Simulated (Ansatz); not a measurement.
The system is CoO.

```
Co O
1.0
    -1.50800    1.50800    2.10725
     1.50800   -1.50800    2.10725
     1.50800    1.50800   -2.10725
Co O
1 1
Direct
  0.00000 0.00000 0.00000
  0.50000 0.50000 0.00000
```

| Property | Result |
| --- | --- |
| Program | Ansatz 0.2.0 |
| Task | relaxation of cell and atoms |
| Functional | LDA |
| Potentials or basis | Ansatz PAW |
| Cutoff | 420 eV (not typed: the program's choice for these potentials) |
| k mesh | 12 × 12 × 12 |
| Occupations | fermi-dirac, width 0.05 eV |
| Spin | collinear spin, ferromagnetic start |
| Starting moments | [2.0, 0.0] μB |

At the start: volume 9.58 Å³/atom.

Problem. Where does the relaxation end?

Solution. It ends after 10 steps and the volume is 8.51 Å³/atom (-11.2 %); space group Fm-3m (No. 225, to 0.05 Å); moment 2.29 μB per cell.

The path:
| step | energy change (eV) | largest force (eV/Å) | volume (Å³) |
| --- | --- | --- | --- |
| 1 | 0.0000 | 0.0000 | 19.17 |
| 2 | -0.0942 | 0.0000 | 18.20 |
| 3 | -0.1428 | 0.0000 | 16.69 |
| 4 | -0.1457 | 0.0000 | 17.07 |
| 5 | -0.1457 | 0.0000 | 17.08 |
| 6 | -0.1458 | 0.0000 | 17.08 |
| 7 | -0.1379 | 0.0000 | 17.08 |
| 8 | -0.1385 | 0.0000 | 17.01 |
| 9 | -0.1385 | 0.0000 | 17.02 |
| 10 | -0.1381 | 0.0000 | 17.02 |

Final structure:
```yaml
crystal:
  lattice:
    - [-1.44359, 1.44359, 2.04139]
    - [1.44359, -1.44359, 2.04139]
    - [1.44359, 1.44359, -2.04139]
  atoms:
    - { symbol: Co, position: [0.00000, 0.00000, 0.00000] }
    - { symbol: O, position: [0.50000, 0.50000, 0.00000] }
```

Caveat: the plane-wave basis is chosen anew once the cell has moved, so the energies of steps on either side of that aren't comparable; the pressure holds a Pulay correction of +1.1 GPa for the finite cutoff; the volume moved by -11 % from the deposited cell, more than functionals usually miss; a cell with one magnetic atom can't hold antiferromagnetic order, which such compounds often take; the PAW data sets come from PBE, with cores solved anew for the run's functional, which leaves a small shift of forces and pressure.
